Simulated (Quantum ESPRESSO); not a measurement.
A run of Quantum ESPRESSO 7.5 is set up as follows.

File pw.in:

```
&CONTROL
  calculation = 'scf'
  prefix = 'pwscf'
  outdir = './tmp'
  pseudo_dir = './pseudo'
  tprnfor = .true.
  tstress = .true.
  disk_io = 'nowf'
/
&SYSTEM
  ibrav = 0
  nat = 3
  ntyp = 2
  ecutwfc = 55
  ecutrho = 440
  nbnd = 21
  occupations = 'smearing'
  smearing = 'fd'
  degauss = 0.00367493
/
&ELECTRONS
  conv_thr = 6d-10
  electron_maxstep = 120
  mixing_beta = 0.5
/
ATOMIC_SPECIES
Pt   195.0840 pt_pbe_v1.4.uspp.F.UPF
Se    78.9710 Se_pbe_v1.uspp.F.UPF
CELL_PARAMETERS angstrom
   3.7240000000    0.0000000000    0.0000000000
  -1.8620000000    3.2250786037    0.0000000000
   0.0000000000    0.0000000000    5.0620000000
ATOMIC_POSITIONS angstrom
Pt     0.0000000000    0.0000000000    0.0000000000
Se     1.8620000002    1.0750262011    3.7965000000
Se    -0.0000000002    2.1500524026    1.2655000000
K_POINTS automatic
8 8 5 0 0 0
```

Potentials or basis: SSSP 1.3 efficiency PBE.

Run with:

```console
$ OMP_NUM_THREADS=1 pw.x -in pw.in > pw.out
```

Q: What does it give for the pressure?

A: 7.1 GPa.

Q: What does it give for the band gap on the k mesh?

A: None (metal or under the smearing width).

Forces in eV/Å, atoms in the order of the input:
```
Pt   0.000  0.000  0.000
Se   0.000  0.000 -0.586
Se   0.000  0.000  0.586
```

Spin-orbit coupling is left out, which matters for the levels of Pt.
